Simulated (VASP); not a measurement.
# ZnSe (F-43m) in VASP: further runs

Runs on ZnSe. Level: PBE. Tasks: relaxation of cell and atoms.

All numbers are computed with VASP 6.6.1; they aren't measurements. Logs are shortened: lines on timing, memory, paths and dates and some standing lists are left out, and cuts for length are marked.

## (1) Starting point

The structure is cubic, space group F-43m (No. 216). Conventional cell: a = 5.668 Å, b = 5.668 Å, c = 5.668 Å, α = 90.00°, β = 90.00°, γ = 90.00°. Around Zn (site symmetry -43m) lie 4 Se at 2.45 Å. Se (site symmetry -43m) is surrounded by 4 Zn at 2.45 Å.

## (2) Relaxation of cell and atoms, PBE

INCAR reads:

```
PREC     = Accurate       # precision mode
ENCUT    = 520            # plane-wave cutoff, eV
EDIFF    = 1E-7           # SCF threshold, eV
ISMEAR   = 0              # smearing method
SIGMA    = 0.02           # smearing width, eV
LREAL    = F              # projectors in reciprocal space
LASPH    = T              # aspherical terms in the spheres
NELM     = 60             # most SCF steps
ALGO     = Fast           # electronic algorithm
ISIF     = 3              # what is computed and relaxed
LWAVE    = F              # write WAVECAR
LCHARG   = F              # write CHGCAR
GGA      = PE             # functional
IBRION   = 2              # ionic algorithm
NSW      = 80             # ionic steps
EDIFFG   = -0.002         # ionic threshold
KPAR     = 4
```

KPOINTS reads:

```
Automatic mesh
0
Gamma
  10 10 10
```

POSCAR reads:

```
ZnSe
1.0
    0.0000000000      2.8338000000      2.8338000000
    2.8338000000      0.0000000000      2.8338000000
    2.8338000000      2.8338000000      0.0000000000
Zn Se
1 1
Direct
    0.0000000000      0.0000000000      0.0000000000
    0.2500000000      0.2500000000      0.2500000000
```

Potentials or basis: VASP PAW PBE potentials, release 64 (Zn, Se).

On the command line:

```
$ cat potpaw_PBE.64/Zn/POTCAR potpaw_PBE.64/Se/POTCAR > POTCAR
$ mpirun -np 4 vasp_std > vasp.out
```

OUTCAR:

```text
PREC = Accurate
   ENCUT = 520
   EDIFF = 1E-7
   ISMEAR = 0
   LREAL = F
   LASPH = T
   NELM = 60
   ISIF = 3
   GGA = PE
   IBRION = 2
   NSW = 80
   EDIFFG = -0.002

 ion  position               nearest neighbor table
   1  0.000  0.000  0.000-   2 2.45   2 2.45   2 2.45   2 2.45
   2  0.250  0.250  0.250-   1 2.45   1 2.45   1 2.45   1 2.45

  LATTYP: Found a face centered cubic cell.
 ALAT       =     5.6676000000

  Lattice vectors:

 A1 = (   0.0000000000,   2.8338000000,   2.8338000000)
 A2 = (   2.8338000000,   0.0000000000,   2.8338000000)
 A3 = (   2.8338000000,   2.8338000000,   0.0000000000)

Analysis of symmetry for initial positions (statically):
=====================================================================
 Subroutine PRICEL returns:
 Original cell was already a primitive cell.

 Routine SETGRP: Setting up the symmetry group for a
 face centered cubic supercell.

 Subroutine GETGRP returns: Found 24 space group operations
 (whereof 24 operations were pure point group operations)
 out of a pool of 48 trial point group operations.

The static configuration has the point symmetry T_d .

Analysis of symmetry for dynamics (positions and initial velocities):
=====================================================================
 Subroutine PRICEL returns:
 Original cell was already a primitive cell.

 Routine SETGRP: Setting up the symmetry group for a
 face centered cubic supercell.

 Subroutine GETGRP returns: Found 24 space group operations
 (whereof 24 operations were pure point group operations)
 out of a pool of 48 trial point group operations.

The dynamic configuration has the point symmetry T_d .

 Subroutine INISYM returns: Found 24 space group operations
 (whereof 24 operations are pure point group operations),
 and found     1 'primitive' translations

----------------------------------------------------------------------------------------

                                     Primitive cell

  volume of cell :      45.5132

  direct lattice vectors                    reciprocal lattice vectors
     0.000000000  2.833800000  2.833800000    -0.176441527  0.176441527  0.176441527
     2.833800000  0.000000000  2.833800000     0.176441527 -0.176441527  0.176441527
     2.833800000  2.833800000  0.000000000     0.176441527  0.176441527 -0.176441527

  length of vectors
     4.007598393  4.007598393  4.007598393     0.305605690  0.305605690  0.305605690

  position of ions in fractional coordinates (direct lattice)
     0.000000000  0.000000000  0.000000000
     0.250000000  0.250000000  0.250000000
[... 119 lines left out ...]

 number of electron      18.0000012 magnetization

 Free energy of the ion-electron system (eV)
  ---------------------------------------------------
  ext. energy  EPLUGINS =         0.00000000
  ---------------------------------------------------
  free energy    TOTEN  =        -6.02076840 eV

  energy without entropy =       -6.02076840  energy(sigma->0) =       -6.02076840

------------------------ aborting loop because EDIFF is reached ----------------------------------------

  FORCE on cell =-STRESS in cart. coord.  units (eV):
  Direction    XX          YY          ZZ          XY          YZ          ZX
  --------------------------------------------------------------------------------------
  -------------------------------------------------------------------------------------
  Total        0.6755198      0.6755198      0.6755198      0.0000000      0.0000000      0.0000000
  in kB       23.7799581     23.7799581     23.7799581      0.0000000      0.0000000      0.0000000
  external PRESSURE =      23.7799581 kB  Pullay stress =       0.0000000 kB
[... 89 lines left out ...]
  FREE ENERGIE OF THE ION-ELECTRON SYSTEM (eV)
  ---------------------------------------------------
  free  energy   TOTEN  =        -6.0331513661 eV

  energy  without entropy=       -6.0331513661  energy(sigma->0) =       -6.03315137

[... ionic steps 4 to 7 ...]

--------------------------------------- Ionic step        8  -------------------------------------------

 number of electron      18.0000016 magnetization

------------------------ aborting loop because EDIFF is reached ----------------------------------------
[... 67 lines left out ...]
--------------------------------------- Ionic step       10  -------------------------------------------

 number of electron      18.0000016 magnetization

 Free energy of the ion-electron system (eV)
  ---------------------------------------------------
  ext. energy  EPLUGINS =         0.00000000
  ---------------------------------------------------
  free energy    TOTEN  =        -6.03315258 eV

  energy without entropy =       -6.03315258  energy(sigma->0) =       -6.03315258

 E-fermi :   1.4292     XC(G=0):  -9.1507

 val. band max:        1.2964541509   @ k =   0.0000   0.0000   0.0000
 cond. band min:       2.4370363890   @ k =   0.0000   0.0000   0.0000
 fundamental gap:      1.1405822380
 Fermi energy:         1.4292152452

 k-point     1 :       0.0000    0.0000    0.0000
  band No.  band energies     occupation
      1     -11.7281      2.00000
      2      -5.1190      2.00000
      3      -5.1190      2.00000
      4      -5.1190      2.00000
      5      -4.7826      2.00000
      6      -4.7826      2.00000
      7       1.2965      2.00000
      8       1.2965      2.00000
      9       1.2965      2.00000
     10       2.4370      0.00000
     11       7.1072      0.00000
     12       7.1072      0.00000
     13       7.1072      0.00000
[... 354 lines left out ...]
  band No.  band energies     occupation
      1     -10.9718      2.00000
      2      -5.0737      2.00000
      3      -4.9516      2.00000
      4      -4.9406      2.00000
      5      -4.7512      2.00000
      6      -4.7496      2.00000
      7      -2.6018      2.00000
      8      -0.5711      2.00000
      9      -0.3614      2.00000
     10       4.8921      0.00000
     11       5.4029      0.00000
     12       9.4324      0.00000
     13      10.3623      0.00000

 [... further k-points ...]

------------------------ aborting loop because EDIFF is reached ----------------------------------------

  FORCE on cell =-STRESS in cart. coord.  units (eV):
  Direction    XX          YY          ZZ          XY          YZ          ZX
  --------------------------------------------------------------------------------------
  -------------------------------------------------------------------------------------
  Total        0.0026965      0.0026965      0.0026965      0.0000000      0.0000000      0.0000000
  in kB        0.0914110      0.0914110      0.0914110      0.0000000      0.0000000      0.0000000
  external PRESSURE =       0.0914110 kB  Pullay stress =       0.0000000 kB
[... 17 lines left out ...]
  FREE ENERGIE OF THE ION-ELECTRON SYSTEM (eV)
  ---------------------------------------------------
  free  energy   TOTEN  =        -6.0331525841 eV

  energy  without entropy=       -6.0331525841  energy(sigma->0) =       -6.03315258

 reached required accuracy - stopping structural energy minimisation
```

CONTCAR:

```text
ZnSe
   1.00000000000000
     0.0000000000000000    2.8696505240704977    2.8696505240704977
     2.8696505240704977    0.0000000000000000    2.8696505240704977
     2.8696505240704977    2.8696505240704977    0.0000000000000000
  Zn              Se
     1     1
Direct
     0.0000000000000000    0.0000000000000000    0.0000000000000000
     0.2500000000000000    0.2500000000000000    0.2500000000000000

  0.00000000E+00  0.00000000E+00  0.00000000E+00
  0.00000000E+00  0.00000000E+00  0.00000000E+00
```

It took 26 s on 4 MPI ranks of Intel Xeon 6975P-C (Granite Rapids), shared host; peak memory 0.19 GiB.

Results:

- Free energy: -6.0332 eV
- Relaxed volume: 23.63 Å³/atom
- Relaxed cell: a = 4.058 Å, b = 4.058 Å, c = 4.058 Å, α = 60.00°, β = 60.00°, γ = 60.00°
- Space group after relaxing (to 0.05 Å): F-43m (No. 216)
- Energy gained by relaxing: 6.2 meV/atom
- Ionic steps: 10
- Pressure after relaxing: 0.0 GPa
- Band gap on the k mesh: 1.14 eV, direct

The path:
```
step  energy change (eV)  largest force (eV/Å)  pressure (GPa)  volume (Å³)
   1              0.0000                0.0000            2.38        45.51
   2             -0.0114                0.0000           -0.63        47.77
   3             -0.0124                0.0000            0.03        47.25
   4             -0.0124                0.0000           -0.02        47.28
   5             -0.0124                0.0000           -0.03        47.27
   6             -0.0124                0.0000            0.06        47.21
   7             -0.0124                0.0000            0.03        47.24
   8             -0.0124                0.0000            0.05        47.25
   9             -0.0124                0.0000            0.03        47.26
  10             -0.0124                0.0000            0.01        47.26
```

Final structure:
```
Zn Se
1.0
     0.00000    2.86965    2.86965
     2.86965    0.00000    2.86965
     2.86965    2.86965    0.00000
Zn Se
1 1
Direct
  0.00000 0.00000 0.00000
  0.25000 0.25000 0.25000
```

Levels at points of the mesh, in eV from the valence-band top:
```
           k point  band 6  band 7  band 8  band 9  band 10  band 11  band 12  band 13
(0.00, 0.00, 0.00)   -6.08    0.00    0.00    0.00     1.14     5.81     5.81     5.81
(0.50, 0.00, 0.00)   -5.93   -4.99   -0.81   -0.81     2.48     6.39     6.39     8.47
(0.50, 0.50, 0.00)   -5.91   -4.59   -2.05   -2.05     3.07     3.46    10.47    10.99
```

## (3) Relaxation of cell and atoms, PBE

This run uses another cell than the first one, of 23.63 Å³/atom, 1.038 times its volume.

INCAR is that of step 2.

KPOINTS is that of step 2.

POSCAR reads:

```
ZnSe                                    
1.0
    0.0000000000      2.8696505241      2.8696505241
    2.8696505241      0.0000000000      2.8696505241
    2.8696505241      2.8696505241      0.0000000000
  Zn              Se            
     1     1
Direct
     0.0000000000000000    0.0000000000000000    0.0000000000000000
     0.2500000000000000    0.2500000000000000    0.2500000000000000
```

Potentials or basis: VASP PAW PBE potentials, release 64 (Zn, Se).

On the command line:

```
$ cat potpaw_PBE.64/Zn/POTCAR potpaw_PBE.64/Se/POTCAR > POTCAR
$ mpirun -np 4 vasp_std > vasp.out
```

OUTCAR:

```text
PREC = Accurate
   ENCUT = 520
   EDIFF = 1E-7
   ISMEAR = 0
   LREAL = F
   LASPH = T
   NELM = 60
   ISIF = 3
   GGA = PE
   IBRION = 2
   NSW = 80
   EDIFFG = -0.002

 ion  position               nearest neighbor table
   1  0.000  0.000  0.000-   2 2.49   2 2.49   2 2.49   2 2.49
   2  0.250  0.250  0.250-   1 2.49   1 2.49   1 2.49   1 2.49

  LATTYP: Found a face centered cubic cell.
 ALAT       =     5.7393010482

  Lattice vectors:

 A1 = (   0.0000000000,   2.8696505241,   2.8696505241)
 A2 = (   2.8696505241,   0.0000000000,   2.8696505241)
 A3 = (   2.8696505241,   2.8696505241,   0.0000000000)

Analysis of symmetry for initial positions (statically):
[... 270 lines left out ...]
      3      -5.1199      2.00000
      4      -5.1199      2.00000
      5      -4.7836      2.00000
      6      -4.7836      2.00000
      7       1.2946      2.00000
      8       1.2946      2.00000
      9       1.2946      2.00000
     10       2.4343      0.00000
     11       7.1053      0.00000
     12       7.1053      0.00000
     13       7.1053      0.00000
[... 354 lines left out ...]
  band No.  band energies     occupation
      1     -10.9726      2.00000
      2      -5.0745      2.00000
      3      -4.9525      2.00000
      4      -4.9416      2.00000
      5      -4.7522      2.00000
      6      -4.7507      2.00000
      7      -2.6030      2.00000
      8      -0.5722      2.00000
      9      -0.3626      2.00000
     10       4.8905      0.00000
     11       5.4007      0.00000
     12       9.4298      0.00000
     13      10.3596      0.00000

 [... further k-points ...]

------------------------ aborting loop because EDIFF is reached ----------------------------------------

  FORCE on cell =-STRESS in cart. coord.  units (eV):
  Direction    XX          YY          ZZ          XY          YZ          ZX
  --------------------------------------------------------------------------------------
  -------------------------------------------------------------------------------------
  Total        0.0004672      0.0004672      0.0004672      0.0000000      0.0000000      0.0000000
  in kB        0.0158354      0.0158354      0.0158354      0.0000000      0.0000000      0.0000000
  external PRESSURE =       0.0158354 kB  Pullay stress =       0.0000000 kB
[... 17 lines left out ...]
  FREE ENERGIE OF THE ION-ELECTRON SYSTEM (eV)
  ---------------------------------------------------
  free  energy   TOTEN  =        -6.0332041103 eV

  energy  without entropy=       -6.0332041103  energy(sigma->0) =       -6.03320411

 reached required accuracy - stopping structural energy minimisation
```

OSZICAR:

```text
N       E                     dE             d eps       ncg     rms          rms(c)
DAV:   1     0.877214394593E+02    0.87721E+02   -0.90365E+03  1222   0.156E+03
DAV:   2    -0.446970154708E+00   -0.88168E+02   -0.84658E+02  1312   0.278E+02
DAV:   3    -0.626358114687E+01   -0.58166E+01   -0.57931E+01  1527   0.716E+01
[... 23 lines left out ...]
RMM:   2    -0.603321361590E+01    0.69344E-04   -0.24663E-04  1222   0.231E-01    0.235E-02
RMM:   3    -0.603320604967E+01    0.75662E-05   -0.11305E-05  1222   0.289E-02    0.107E-02
RMM:   4    -0.603320433848E+01    0.17112E-05   -0.35918E-06  1222   0.165E-02    0.528E-03
RMM:   5    -0.603320419318E+01    0.14530E-06   -0.10189E-06  1222   0.156E-02    0.232E-03
RMM:   6    -0.603320411027E+01    0.82916E-07   -0.28659E-07   864   0.659E-03
   3 F= -.60332041E+01 E0= -.60332041E+01  d E =-.127237E-06
```

Wall time 9.7 s (4 MPI ranks of Intel Xeon 6975P-C (Granite Rapids), shared host); peak memory 0.18 GiB.

What came out:

* Free energy: -6.0332 eV
* Relaxed volume: 23.64 Å³/atom
* Relaxed cell: a = 4.059 Å, b = 4.059 Å, c = 4.059 Å, α = 60.00°, β = 60.00°, γ = 60.00°
* Space group after relaxing (to 0.05 Å): F-43m (No. 216)
* Energy gained by relaxing: 0.0 meV/atom
* Ionic steps: 3
* Pressure after relaxing: 0.0 GPa
* Band gap on the k mesh: 1.14 eV, direct

Final structure:
```xyz
2
Lattice="0.0000 2.8699 2.8699 2.8699 0.0000 2.8699 2.8699 2.8699 0.0000" Properties=species:S:1:pos:R:3 pbc="T T T"
Zn    0.0000    0.0000    0.0000
Se    1.4349    1.4349    1.4349
```

Levels at points of the mesh, in eV from the valence-band top:
```
           k point  band 6  band 7  band 8  band 9  band 10  band 11  band 12  band 13
(0.00, 0.00, 0.00)   -6.08    0.00    0.00    0.00     1.14     5.81     5.81     5.81
(0.50, 0.00, 0.00)   -5.93   -4.99   -0.81   -0.81     2.48     6.39     6.39     8.47
(0.50, 0.50, 0.00)   -5.91   -4.59   -2.05   -2.05     3.07     3.46    10.47    10.99
```
